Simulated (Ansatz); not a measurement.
# AlCo: which structure wins at one pressure

Which of rocksalt, CsCl, WC, NiAs, zincblende has the lowest enthalpy for AlCo at one common pressure? Methods of the runs shown: LAPW. Companion runs by PAW are cited.

Program: Ansatz 0.2.0. Level of theory: DFT, PBE, all-electron LAPW, scalar-relativistic. These are calculated values, not measurements.

## (1) The structure to begin with

It takes space group Fm-3m (No. 225, cubic). The conventional cell has a = 4.089 Å, b = 4.089 Å, c = 4.089 Å, α = 90.00°, β = 90.00°, γ = 90.00°. Co (site symmetry m-3m) has 6 Al at 2.04 Å as nearest neighbours. Around Al (site symmetry m-3m) lie 6 Co at 2.04 Å.

As a file:

```xyz
2
Lattice="0.0000 2.0444 2.0444 2.0444 0.0000 2.0444 2.0444 2.0444 0.0000" Properties=species:S:1:pos:R:3 pbc="T T T"
Co    0.0000    0.0000    0.0000
Al    2.0444    2.0444    2.0444
```

Atoms are numbered in the order of the input: Co1, Al2.

## (2) Rocksalt relaxed under pressure, LAPW

File input.yaml:

```yaml
crystal:
  lattice:
    - [0.0, 2.0443506857, 2.0443506857]
    - [2.0443506857, 0.0, 2.0443506857]
    - [2.0443506857, 2.0443506857, 0.0]
  atoms:
    - { symbol: Co, position: [0.0, 0.0, 0.0] }
    - { symbol: Al, position: [0.5, 0.5, 0.5] }
kpoints:
  mp_grid: { grid: [16, 16, 16] }
scf:
  occupations: { method: fermi_dirac, width: 0.05 }
hamiltonian:
  xc: pbe
  pseudopotentials: { kind: all_electron, lapw: { basis_error: 0.0005 } }
output:
  forces: true
  stress: true
  eigenvalues: true
relax:
  f_tol: 0.005
  max_steps: 12
  cell: { p_target: 150.0, stress_tol: 0.075 }
```

Run with:

```bash
ansatz run input.yaml --threads 1 --pin off --max-ram 3584MiB --backend cpu --events-out ev --progress --plain --runs-dir out
```

The program printed, cut to the lines that bear on the results:

```text
[...]
LAPW: plane waves up to 11.213 Å⁻¹, error target 5.0e-4 eV per atom; small_component_spin mean_spin; Al in spheres of 0.924 Å, 11 of its electrons in bands, Dirac shells []; Co in spheres of 1.059 Å, 17 of its electrons in bands, Dirac shells []
[...]
Pseudopotentials: kind: all_electron
Pseudopotential: Co, LAPW, valence charge 17, Koelling and Harmon's equation, gaussian nucleus
Pseudopotential: Al, LAPW, valence charge 11, Koelling and Harmon's equation, gaussian nucleus
Functional definition: PBE
[...]
Crystal: 2 atoms, lattice volume = 17.088 Å³
Basis set: ecut = 479.0455676468315 eV, 411 PW (Γ), exchange–correlation at level 2
Bands: 18, of which v1, the nominal top of the filled ones, is band 14 counted from 1 (13 counted from 0)
Symmetry: 48 space group operations
Space group: Fm-3m (ITA 225), of the structure as read, at distance tolerance 2.6e-5 Å
k-points: 145 of 4096
[...]
SCF iter   1: F=—  HF=-44522.013830 eV  |F-HF|=—  |Δ(HF+E_count)|=         —  Δρ=8.00e-2  dr2=1.14e0  ethr=4.09e-3  ⟨swp⟩=2.0  Hψ=16794  notcnv=0
[...]
the basis was enlarged: its passes take 79.3 KiB over the memory plan, 1 of 1 planned eigensolver slots
[...]
relax step   1: F+E_penalty+E_count = -44521.37591821 eV  Δ(F+E_penalty+E_count) = +0.000e0 eV  max|allowed force component| = 2.169e-30 eV/Å  Δτ_max = 0.0000 Å  P = +149.898 GPa  Ω = 17.088 Å³  (7 SCF iters, accepted)
[...]
SCF converged after 3 iterations
Free energy (F): -44521.373038 eV
[...]
E sigma→0 (E₀):  -44521.370267 eV
Entropy (-TS):   -0.005543 eV (-2.771 meV/atom)
Fermi energy:    22.847327 eV
[...]
--- Forces (eV/Å), atoms counted from 1 ---
  atom   1  Co     0.00000000    -0.00000000     0.00000000
  atom   2  Al    -0.00000000     0.00000000     0.00000000
[...]
--- Stress (GPa, compression-positive) ---
      150.009594       0.000000       0.000000
        0.000000     150.009594       0.000000
        0.000000       0.000000     150.009594
  P = ⅓ Tr σ = 150.0096 GPa (1500.096 kbar)
--- Band table (eV; the first three rows and the last of 145) ---
  k-point 0: bands = ["-79.8640", "-72.1158", "-41.3117", "-41.3117", "-41.3117", "-35.5098", "-35.5098", "-35.5098", "9.4952", "19.4882", "19.4882", "19.4882", "19.9882", "19.9882", "34.0579", "34.0579", "34.0579", "35.2833"]
[...]
--- Relaxed structure (2 steps of the walk, 2 accepted, 1 SCFs on fresh bases) ---
  F+E_penalty+E_count = -44521.37303840 eV   max|allowed force component| = 1.775e-30 eV/Å   (the final SCF, on the basis selected at the relaxed cell)
  cell:  # Å, volume = 17.0851 Å³
    - [5.095372032895589e-35, 2.044227974631432, 2.044227974631432]
    - [2.044227974631432, 5.414688026229058e-35, 2.044227974631432]
    - [2.044227974631432, 2.044227974631432, 3.1931599333346844e-36]
  atoms:
    - { symbol: Co, position: [-4.9679691758104525e-36, 5.2133009869615865e-36, 4.231973742357052e-36] }
    - { symbol: Al, position: [0.5, 0.5, 0.5] }
```

It took 37 s on 1 thread of Intel Xeon Platinum 8488C (Sapphire Rapids), shared host; peak memory 0.64 GiB.

Relaxation path:

```csv
step,energy from step 1 (eV/cell),largest force component (eV/Å),pressure (GPa),volume (Å³)
1,0.0000,0.0000,149.90,17.09
2,0.0029,0.0000,150.01,17.09
3,0.0029,0.0000,150.01,17.09
```

Step 1 is the start. Step 3 repeats the geometry before on a plane-wave basis chosen anew for that cell, so the energy can jump there without any move; the table keeps such jumps.

| input's cell | before | after | change |
| --- | --- | --- | --- |
| a (Å) | 2.891 | 2.891 | -0.0 % |
| b (Å) | 2.891 | 2.891 | -0.0 % |
| c (Å) | 2.891 | 2.891 | -0.0 % |
| volume (Å³/atom) | 8.54 | 8.54 | -0.0 % |

In short: pressure 150.01 GPa; no gap.

## (3) CsCl relaxed under pressure, LAPW

Changes to input.yaml since step 2:

```diff
@@ -2,5 +2,5 @@
   lattice:
-    - [0.0, 2.0443506857, 2.0443506857]
-    - [2.0443506857, 0.0, 2.0443506857]
-    - [2.0443506857, 2.0443506857, 0.0]
+    - [2.5150051328, 0.0, 0.0]
+    - [0.0, 2.5150051328, 0.0]
+    - [0.0, 0.0, 2.5150051328]
   atoms:
```

Run with:

```bash
ansatz run input.yaml --threads 1 --pin off --max-ram 3584MiB --backend cpu --events-out ev --progress --plain --runs-dir out
```

The program printed, cut to the lines that bear on the results:

```text
[...]
LAPW: plane waves up to 10.416 Å⁻¹, error target 5.0e-4 eV per atom; small_component_spin mean_spin; Al in spheres of 0.982 Å, 11 of its electrons in bands, Dirac shells []; Co in spheres of 1.131 Å, 17 of its electrons in bands, Dirac shells []
[...]
[... 4 set-up lines as earlier in the session ...]
[...]
Crystal: 2 atoms, lattice volume = 15.908 Å³
Basis set: ecut = 413.3401955362148 eV, 305 PW (Γ), exchange–correlation at level 2
Bands: 18, of which v1, the nominal top of the filled ones, is band 14 counted from 1 (13 counted from 0)
[... 1 set-up line as earlier in the session ...]
Space group: Pm-3m (ITA 221), of the structure as read, at distance tolerance 2.5e-5 Å
k-points: 165 of 4096
[...]
        0.000000     150.000686       0.000000
        0.000000       0.000000     150.000686
  P = ⅓ Tr σ = 150.0007 GPa (1500.007 kbar)
--- Band table (eV; the first three rows and the last of 165) ---
  k-point 0: bands = ["-77.6676", "-71.0280", "-39.0922", "-39.0922", "-39.0922", "-34.3012", "-34.3012", "-34.3012", "10.5838", "19.2482", "19.2482", "23.0118", "23.0118", "23.0118", "32.6472", "32.6472", "32.6472", "34.8863"]
[...]
--- Relaxed structure (3 steps of the walk, 3 accepted, 1 SCFs on fresh bases) ---
  F+E_penalty+E_count = -44523.83101297 eV   max|allowed force component| = 5.916e-31 eV/Å   (the final SCF, on the basis selected at the relaxed cell)
  cell:  # Å, volume = 15.8955 Å³
    - [2.5143467788994265, -3.7098601711951394e-35, 5.015442563508427e-36]
    - [-3.7098601711951394e-35, 2.5143467788994265, 0.0]
    - [5.015442563508427e-36, 0.0, 2.5143467788994265]
  atoms:
    - { symbol: Co, position: [-1.8137213236932553e-49, 6.855088916988315e-38, 7.478278818511272e-38] }
    - { symbol: Al, position: [0.5, 0.5, 0.5] }
```

Run time: 48 s. Hardware: 1 thread of Intel Xeon Platinum 8488C (Sapphire Rapids), shared host; peak memory 0.64 GiB.

The steps of the relaxation:

```csv
step,energy from step 1 (eV/cell),largest force component (eV/Å),pressure (GPa),volume (Å³)
1,0.0000,0.0000,149.44,15.91
2,0.0080,0.0000,149.83,15.90
3,0.0117,0.0000,150.00,15.90
4,0.0117,0.0000,150.00,15.90
```

Step 1 is the start. Step 4 repeats the geometry before on a plane-wave basis chosen anew for that cell, so the energy can jump there without any move; the table keeps such jumps.

| input's cell | before | after | change |
| --- | --- | --- | --- |
| a (Å) | 2.515 | 2.514 | -0.0 % |
| b (Å) | 2.515 | 2.514 | -0.0 % |
| c (Å) | 2.515 | 2.514 | -0.0 % |
| volume (Å³/atom) | 7.95 | 7.95 | -0.1 % |

Read from it: pressure 150.00 GPa; no gap.

## (4) WC relaxed under pressure, LAPW

File input.yaml:

```yaml
crystal:
  lattice:
    - [2.3540451949, 0.0, 0.0]
    - [-1.1770225974, 2.0386629404, 0.0]
    - [0.0, 0.0, 3.4126400756]
  atoms:
    - { symbol: Co, position: [0.0, 0.0, 0.0] }
    - { symbol: Al, position: [0.3333333333, 0.6666666667, 0.5] }
kpoints:
  mp_grid: { grid: [16, 16, 14] }
scf:
  occupations: { method: fermi_dirac, width: 0.05 }
hamiltonian:
  xc: pbe
  pseudopotentials: { kind: all_electron, lapw: { basis_error: 0.0005 } }
output:
  forces: true
  stress: true
  eigenvalues: true
relax:
  f_tol: 0.005
  max_steps: 12
  cell: { p_target: 150.0, stress_tol: 0.075 }
```

Run with:

```bash
ansatz run input.yaml --threads 1 --pin off --max-ram 3584MiB --backend cpu --events-out ev --progress --plain --runs-dir out
```

The program printed:

```text
The last accepted step is kept in <dir> (removed where the run ends without a failure and the disk answers)
LAPW: plane waves up to 10.397 Å⁻¹, error target 5.0e-4 eV per atom; small_component_spin mean_spin; Al in spheres of 0.983 Å, 11 of its electrons in bands, Dirac shells []; Co in spheres of 1.133 Å, 17 of its electrons in bands, Dirac shells []
Engine: ansatz 0.2.0
[... 4 set-up lines as earlier in the session ...]
  parameter kappa = 0.804
  parameter beta = 0.06672455060314922
  exchange = pbe_x(kappa = kappa, mu = beta*pi^2/3)
  correlation = pbe_c(beta = beta)
Crystal: 2 atoms, lattice volume = 16.378 Å³
Basis set: ecut = 411.8178584529313 eV, 299 PW (Γ), exchange–correlation at level 2
Bands: 18, of which v1, the nominal top of the filled ones, is band 14 counted from 1 (13 counted from 0)
Symmetry: 12 space group operations
Space group: P-6m2 (ITA 187), of the structure as read, at distance tolerance 2.5e-5 Å
k-points: 240 of 3584 (time reversal used)
Non-local potential: Co, projectors of the file, none
Non-local potential: Al, projectors of the file, none
Initial density: superposition of atomic densities (chi_scale 0.1, normalization cell, long waves kept (reshape's long-wave potential 0.00 eV rms))
Initial wavefunctions: plane waves of lowest kinetic energy (no species holds an atomic orbital)
Functional: x = pbe(κ = 0.804, μ = 0.2195149727645171), c = pbe(β = 0.06672455060314922)
iter 1 solved again at ethr=1.72e-3 eV; its pass at ethr=1.00e-1 eV (dr2=4.83e-1 eV) is discarded
SCF iter   1: F=—  HF=-44523.360829 eV  |F-HF|=—  |Δ(HF+E_count)|=         —  Δρ=4.61e-2  dr2=4.82e-1  ethr=1.72e-3  ⟨swp⟩=2.0  Hψ=28162  notcnv=0
preconditioner: auto → none  [metal: Δε(μ)=0.004 eV  Ē_g=11.153 eV  σ=0.050 eV  W_gap=0.02  n_scr=2 (ndim 8)  ℏωp=31.8 eV  f_vac=0.000  D(μ)=1.06/eV (n_scr^D=8)  sad-step TF]
SCF iter   2: F=—  HF=-44523.204660 eV  |F-HF|=—  |Δ(HF+E_count)|=   1.56e-1  Δρ=3.16e-2  dr2=2.61e-1  ethr=1.72e-3  ⟨swp⟩=2.0  Hψ=12720  notcnv=0
SCF iter   3: F=—  HF=-44523.380064 eV  |F-HF|=—  |Δ(HF+E_count)|=   1.75e-1  Δρ=4.14e-2  dr2=5.19e-1  ethr=9.33e-4  ⟨swp⟩=3.0  Hψ=13914  notcnv=0  recentre
iter 4 solved again at ethr=4.67e-5 eV; its pass at ethr=9.33e-4 eV (dr2=1.31e-2 eV) is discarded
SCF iter   4: F=—  HF=-44523.113998 eV  |F-HF|=—  |Δ(HF+E_count)|=   2.66e-1  Δρ=8.21e-3  dr2=1.31e-2  ethr=4.67e-5  ⟨swp⟩=2.0  Hψ=21976  notcnv=0
SCF iter   5: F=—  HF=-44523.111201 eV  |F-HF|=—  |Δ(HF+E_count)|=         —  Δρ=1.80e-3  dr2=3.07e-4  ethr=4.67e-5  ⟨swp⟩=2.0  Hψ=12100  notcnv=0
the basis was enlarged: its passes take 903.2 KiB over the memory plan, 1 of 1 planned eigensolver slots
SCF iter   6: F=—  HF=-44523.110673 eV  |F-HF|=—  |Δ(HF+E_count)|=   5.28e-4  Δρ=1.91e-4  dr2=3.21e-6  ethr=1.10e-6  ⟨swp⟩=2.0  Hψ=11853  notcnv=0
SCF iter   7: F=—  HF=-44523.110672 eV  |F-HF|=—  |Δ(HF+E_count)|=   1.54e-6  Δρ=4.43e-5  dr2=2.62e-7  ethr=1.14e-8  ⟨swp⟩=2.1  Hψ=11912  notcnv=0
SCF iter   8: F=-44523.110671 eV  HF=-44523.110671 eV  |F-HF|=4.39e-9  |Δ(HF+E_count)|=   1.00e-7  Δρ=3.46e-6  dr2=2.54e-9  ethr=9.36e-10  ⟨swp⟩=2.0  Hψ=11853  notcnv=0
SCF 1 converged in 8 iterations: F = -44523.110671 eV  dr2 = 2.54e-9
relax step   1: F+E_penalty+E_count = -44523.11067148 eV  Δ(F+E_penalty+E_count) = +0.000e0 eV  max|allowed force component| = 2.486e-17 eV/Å  Δτ_max = 0.0000 Å  P = +149.396 GPa  Ω = 16.378 Å³  (8 SCF iters, accepted)
Crystal: 2 atoms, lattice volume = 16.367 Å³
Basis set: ecut = 411.99153261904 eV, 299 PW (Γ), exchange–correlation at level 2
Initial density: handed on by an earlier stage of this run
Initial wavefunctions: those handed on with the density
iter 1 solved again at ethr=8.93e-9 eV; its pass at ethr=1.00e-1 eV (dr2=2.50e-6 eV) is discarded
SCF iter   1: F=—  HF=-44523.101007 eV  |F-HF|=—  |Δ(HF+E_count)|=         —  Δρ=7.14e-5  dr2=1.42e-6  ethr=8.93e-9  ⟨swp⟩=4.2  Hψ=23604  notcnv=0
preconditioner: auto → none  [metal: Δε(μ)=0.012 eV  Ē_g=10.912 eV  σ=0.050 eV  W_gap=0.06  n_scr=2 (ndim 8)  ℏωp=31.8 eV  f_vac=0.000  D(μ)=1.13/eV (n_scr^D=8)]
SCF iter   2: F=—  HF=-44523.101009 eV  |F-HF|=—  |Δ(HF+E_count)|=   2.69e-6  Δρ=1.39e-4  dr2=5.86e-6  ethr=5.06e-9  ⟨swp⟩=3.0  Hψ=12803  notcnv=0
iter 3 solved again at ethr=3.28e-11 eV; its pass at ethr=5.06e-9 eV (dr2=9.19e-9 eV) is discarded
SCF iter   3: F=-44523.101006 eV  HF=-44523.101006 eV  |F-HF|=2.11e-8  |Δ(HF+E_count)|=   3.32e-6  Δρ=9.06e-6  dr2=9.20e-9  ethr=3.28e-11  ⟨swp⟩=2.6  Hψ=21049  notcnv=0
SCF 2 converged in 3 iterations: F = -44523.101006 eV  dr2 = 9.20e-9
relax step   2: F+E_penalty+E_count = -44523.10100605 eV  Δ(F+E_penalty+E_count) = +9.665e-3 eV  max|allowed force component| = 1.503e-17 eV/Å  Δτ_max = 0.0000 Å  P = +149.830 GPa  Ω = 16.367 Å³  (3 SCF iters, accepted)
Crystal: 2 atoms, lattice volume = 16.363 Å³
Basis set: ecut = 412.0664148457148 eV, 299 PW (Γ), exchange–correlation at level 2
iter 1 solved again at ethr=3.99e-9 eV; its pass at ethr=1.00e-1 eV (dr2=1.12e-6 eV) is discarded
SCF iter   1: F=—  HF=-44523.096833 eV  |F-HF|=—  |Δ(HF+E_count)|=         —  Δρ=5.03e-5  dr2=6.30e-7  ethr=3.99e-9  ⟨swp⟩=4.2  Hψ=23786  notcnv=0
preconditioner: auto → none  [metal: Δε(μ)=0.013 eV  Ē_g=10.915 eV  σ=0.050 eV  W_gap=0.06  n_scr=2 (ndim 8)  ℏωp=31.8 eV  f_vac=0.000  D(μ)=1.13/eV (n_scr^D=8)]
SCF iter   2: F=—  HF=-44523.096834 eV  |F-HF|=—  |Δ(HF+E_count)|=   1.16e-6  Δρ=9.19e-5  dr2=2.58e-6  ethr=2.25e-9  ⟨swp⟩=3.0  Hψ=12715  notcnv=0
iter 3 solved again at ethr=3.78e-11 eV; its pass at ethr=2.25e-9 eV (dr2=1.06e-8 eV) is discarded
SCF iter   3: F=-44523.096833 eV  HF=-44523.096833 eV  |F-HF|=2.35e-8  |Δ(HF+E_count)|=   1.45e-6  Δρ=9.49e-6  dr2=1.06e-8  ethr=3.78e-11  ⟨swp⟩=2.0  Hψ=20748  notcnv=0
SCF 3 converged in 3 iterations: F = -44523.096833 eV  dr2 = 1.06e-8
relax step   3: F+E_penalty+E_count = -44523.09683301 eV  Δ(F+E_penalty+E_count) = +4.173e-3 eV  max|allowed force component| = 4.626e-18 eV/Å  Δτ_max = 0.0000 Å  P = +150.015 GPa  Ω = 16.363 Å³  (3 SCF iters, accepted)
iter 1 solved again at ethr=3.85e-11 eV; its pass at ethr=1.00e-1 eV (dr2=1.08e-8 eV) is discarded
SCF iter   1: F=—  HF=-44523.096833 eV  |F-HF|=—  |Δ(HF+E_count)|=         —  Δρ=9.49e-6  dr2=1.06e-8  ethr=3.85e-11  ⟨swp⟩=3.3  Hψ=20569  notcnv=0  reapply=10
SCF iter   2: F=—  HF=-44523.096833 eV  |F-HF|=—  |Δ(HF+E_count)|=   4.07e-9  Δρ=1.00e-5  dr2=3.17e-8  ethr=3.79e-11  ⟨swp⟩=3.0  Hψ=13156  notcnv=0
SCF iter   3: F=-44523.096833 eV  HF=-44523.096833 eV  |F-HF|=8.19e-9  |Δ(HF+E_count)|=   1.63e-8  Δρ=4.24e-6  dr2=2.72e-9  ethr=3.79e-11  ⟨swp⟩=2.2  Hψ=11927  notcnv=0
SCF 4 converged in 3 iterations: F = -44523.096833 eV  dr2 = 2.72e-9
relax step   4: F+E_penalty+E_count = -44523.09683281 eV  Δ(F+E_penalty+E_count) = +1.964e-7 eV  max|allowed force component| = 1.156e-17 eV/Å  Δτ_max = 0.0000 Å  P = +150.015 GPa  Ω = 16.363 Å³  stress off target by 4.90e-2 GPa  SCF on the basis re-selected at this cell (its energy is not comparable with the rows above)  (3 SCF iters)
basis re-selected at this cell: Δ(F+E_penalty+E_count) = +1.964e-7 eV, ΔP = +0.000 GPa vs the last step (what re-selecting the basis moved, after the strain that the cell walked since its last selection, with what the two solves' SCF thresholds leave and, on support functions, any second-order correction that the steps lacked; it is no measure of the basis error at this ecutwfc). This SCF's stress stands 4.90e-2 GPa from its target on what of the cell is left free (relax.cell.stress_tol is 7.50e-2 GPa) and its largest allowed force component is 1.16e-17 eV/Å (relax.f_tol is 5.00e-3 eV/Å): within both
SCF converged after 3 iterations
Free energy (F): -44523.096833 eV
Harris-Foulkes:  -44523.096833 eV  (|F-HF|=8.19e-9)
Internal energy: -44523.087446 eV  (E = F + TS)
E sigma→0 (E₀):  -44523.092140 eV
Entropy (-TS):   -0.009387 eV (-4.693 meV/atom)
Fermi energy:    23.608800 eV
--- Per-component energies (eV) ---
  E_band       = -514.871184
  E_kinetic    = 45145.787365
  E_xc         = -2142.726884
  E_electrostatic = -87526.147928  (all electrons and nuclei)
  E_smearing   = -0.009387  (= −TS)
  E_closure    = 0.000000  (closes the sum)
  E_atoms      = -44513.072186  (free atoms, spherical and without spin; not in F)
  Σ components = -44523.096833   (vs F -44523.096833, Δ=0.00e0)
  Basis errors (estimates in eV, not in F): energy 1.5e-4 per atom: plane waves 1.3e-4 (6.8e-5 summed), levels above the bands 3.5e-74, relativity 1.2e-8, radial functions 2.3e-5, core shells 1.7e-8; eigenvalues (radial functions only) 3.8e-7; not estimated: angular momenta, meshes, grids; target (lapw.basis_error) 5.0e-4; muffin-tin radii Al 0.983 Å, Co 1.133 Å
--- Forces (eV/Å), atoms counted from 1 ---
  atom   1  Co     0.00000000    -0.00000000     0.00000000
  atom   2  Al    -0.00000000     0.00000000    -0.00000000
  max |Σ_I F_I| component: 6.94e-18 eV/Å
--- Stress (GPa, compression-positive) ---
      149.997945      -0.000000      -0.000000
       -0.000000     149.997945      -0.000000
       -0.000000      -0.000000     150.049014
  P = ⅓ Tr σ = 150.0150 GPa (1500.150 kbar)
--- Band table (eV; the first three rows and the last of 240) ---
  k-point 0: bands = ["-78.5284", "-71.6569", "-39.9509", "-39.8965", "-39.8965", "-34.9174", "-34.7819", "-34.7819", "9.8300", "18.0496", "21.2131", "21.2131", "21.5367", "22.7087", "22.7087", "28.5558", "39.9685", "39.9685"]
  k-point 1: bands = ["-78.5284", "-71.6569", "-39.9499", "-39.8964", "-39.8964", "-34.9190", "-34.7820", "-34.7820", "9.8992", "17.9359", "21.2130", "21.2130", "21.3855", "22.7018", "22.7018", "28.8798", "40.0262", "40.0262"]
  k-point 2: bands = ["-78.5283", "-71.6571", "-39.9471", "-39.8963", "-39.8963", "-34.9236", "-34.7821", "-34.7821", "10.1047", "17.5803", "21.0579", "21.2129", "21.2129", "22.6826", "22.6826", "29.7351", "40.1911", "40.1911"]
  k-point 239: bands = ["-78.4925", "-71.5695", "-40.0325", "-40.0078", "-39.9134", "-35.1314", "-35.0749", "-34.8557", "17.9533", "19.2821", "19.6091", "20.2045", "21.6286", "21.7926", "26.4272", "27.8565", "29.6622", "30.8003"]
--- Relaxed structure (3 steps of the walk, 3 accepted, 1 SCFs on fresh bases) ---
  F+E_penalty+E_count = -44523.09683281 eV   max|allowed force component| = 1.156e-17 eV/Å   (the final SCF, on the basis selected at the relaxed cell)
  cell:  # Å, volume = 16.3628 Å³
    - [2.3529655774301674, -2.8854282275628538e-11, 0.0]
    - [-1.1764827886900953, 2.0377279642992727, 0.0]
    - [0.0, 0.0, 3.412682356382043]
  atoms:
    - { symbol: Co, position: [0.0, -3.700743415524895e-17, 0.0] }
    - { symbol: Al, position: [0.3333333333333334, 0.6666666666666667, 0.5000000000000002] }
```

Run time: 98 s. Hardware: 1 thread of Intel Xeon Platinum 8488C (Sapphire Rapids), shared host; peak memory 0.64 GiB.

The steps of the relaxation:

```csv
step,energy from step 1 (eV/cell),largest force component (eV/Å),pressure (GPa),volume (Å³)
1,0.0000,0.0000,149.40,16.38
2,0.0097,0.0000,149.83,16.37
3,0.0138,0.0000,150.01,16.36
4,0.0138,0.0000,150.01,16.36
```

Step 1 is the start. Step 4 repeats the geometry before on a plane-wave basis chosen anew for that cell, so the energy can jump there without any move; the table keeps such jumps.

| input's cell | before | after | change |
| --- | --- | --- | --- |
| a (Å) | 2.354 | 2.353 | -0.0 % |
| b (Å) | 2.354 | 2.353 | -0.0 % |
| c (Å) | 3.413 | 3.413 | +0.0 % |
| volume (Å³/atom) | 8.19 | 8.18 | -0.1 % |

Read from it: pressure 150.01 GPa; no gap.

(Part 1 of 2 ends here.)
